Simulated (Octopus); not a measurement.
A run of Octopus 16.4 is set up as follows.

inp

```
CalculationMode = gs
UnitsOutput = eV_Angstrom
PeriodicDimensions = 3
ExperimentalFeatures = yes
PseudopotentialSet = pseudodojo_pbe
%LatticeParameters
 1*angstrom | 1*angstrom | 1*angstrom
%
%LatticeVectors
 1.64034611 | -2.1180379 | 0
 1.64034611 | 2.1180379 | 0
 0 | 0 | 4.3094211
%
%ReducedCoordinates
 "W" | 0.5 | 0.5 | 0.5
 "C" | 0 | 0 | 0
%
%Spacing
 0.12177085*angstrom | 0.12177085*angstrom | 0.11970614*angstrom
%
DerivativesOrder = 8
%KPointsGrid
 10 | 10 | 6
%
KPointsUseSymmetries = yes
XCFunctional = gga_x_pbe + gga_c_pbe
SmearingFunction = fermi_dirac
Smearing = 0.05*eV
ExtraStates = 8
Eigensolver = chebyshev_filter
ConvRelDens = 3e-7
MaximumIter = 120
```

Potentials or basis: pseudodojo_pbe (PseudoDojo 0.5, PBE).

The run is started by

```console
$ OMP_NUM_THREADS=1 octopus > out.log
```

**Question.** What does it give for the band gap on the k mesh?

**Answer.** None (metal or under the smearing width).

Spin-orbit coupling is left out, which matters for the levels of W.
